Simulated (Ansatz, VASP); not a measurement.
**WS2: VASP beside Ansatz**

```
W S
1.0
     0.00000    2.93116    2.93116
     2.93116    0.00000    2.93116
     2.93116    2.93116    0.00000
W S
1 2
Direct
  0.00000 0.00000 0.00000
  0.25000 0.25000 0.25000
  0.75000 0.75000 0.75000
```

Alike in both runs: task single point; functional LDA; k mesh 6 × 6 × 6; occupations fermi-dirac, width 0.02 eV; no spin polarisation.

|  | VASP | Ansatz |
| --- | --- | --- |
| version | VASP 6.6.1 | Ansatz 0.2.0 |
| potentials or method | VASP PAW LDA potentials, release 64 (W_sv, S) | plane waves |
| plane-wave cutoff (eV) | 520 | 420 |
| valence electrons in the cell | 26 | 26 |

```csv
,VASP,Ansatz,Ansatz less VASP
pressure (GPa),-7.2,-7.6,-0.43
```

The runs have no spin-orbit coupling, so splittings on W are missing.
